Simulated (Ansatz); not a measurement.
ZnS: Fröhlich coupling of electrons to the polar mode

Plane-wave DFT in Ansatz with scalar-relativistic PAW potentials. The crystal relaxes under PBE to F-43m with a = 5.443 Å, 20.16 Å³/atom. No spin polarisation.

Linear response at Γ (PBE, cell F-43m with a = 5.444 Å, 420 eV, 10×10×10 k points) gives one polar TO mode at 260.0 cm⁻¹, ε∞ = 5.95 and ε0 = 9.38. Band curvatures at the conduction edge (PBE, cell F-43m with a = 5.443 Å, 420 eV, 10×10×10 k points; gap 2.02 eV) give a conductivity mass of 0.168 mₑ (harmonic mean over x, y, z).

Task: Work out the LO energy, the Fröhlich constant, and the polaron's energy, mass and size.

Result: Lyddane–Sachs–Teller: ω_LO = ω_TO √(ε0/ε∞) = 326.6 cm⁻¹, ħω_LO = 40.5 meV. α = √(m* Ry/ħω_LO) (1/ε∞ − 1/ε0) with Ry = 13.606 eV and m* in mₑ: √(0.168 × 13606/40.5) × 0.0616 = 0.46. To first order the edge drops by αħω_LO = 18.7 meV and the mass grows by the factor 1 + α/6 to 0.181 mₑ; the length √(ħ/2m*ω_LO) is 24 Å. Coupling is weak, and these first-order results hold. The model takes one parabolic, isotropic valley. Too small a gap makes ε∞ too large and, at a direct edge, m* too light, and both lower α.